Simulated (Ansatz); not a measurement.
Ge:

```
CELL_PARAMETERS angstrom
3.99759 0.00000 0.00000
-1.99879 3.46201 0.00000
0.00000 0.00000 6.59938
ATOMIC_POSITIONS crystal
Ge 0.33333 0.66667 0.93710
Ge 0.66667 0.33333 0.43710
Ge 0.33333 0.66667 0.56290
Ge 0.66667 0.33333 0.06290
```

This isn't the form of Ge at room conditions, which is diamond.

Base run:

- Program: Ansatz 0.2.0
- Functional: B3LYP
- Potentials or basis: Ansatz PAW
- Cutoff: 420 eV
- Density cutoff: 1680 eV
- k mesh: 5 × 5 × 3
- Occupations: fermi-dirac, width 0.02 eV
- Spin: no spin polarisation

Its results: band gap on the k mesh 0.75 eV, direct.

Q: The run is repeated on the same cell with these changes: k mesh from 5 × 5 × 3 to 4 × 4 × 2; occupations from fermi-dirac, width 0.02 eV to fermi-dirac, width 0.05 eV. What comes out?

A: Band gap on the k mesh 0.83 eV, direct.

Caveats: some runs use coarse meshes; odd divisions of the mesh miss points on the zone boundary, where band edges often lie, so the gap on the mesh can be too wide (some runs).

Not every run made on this cell is shown here.
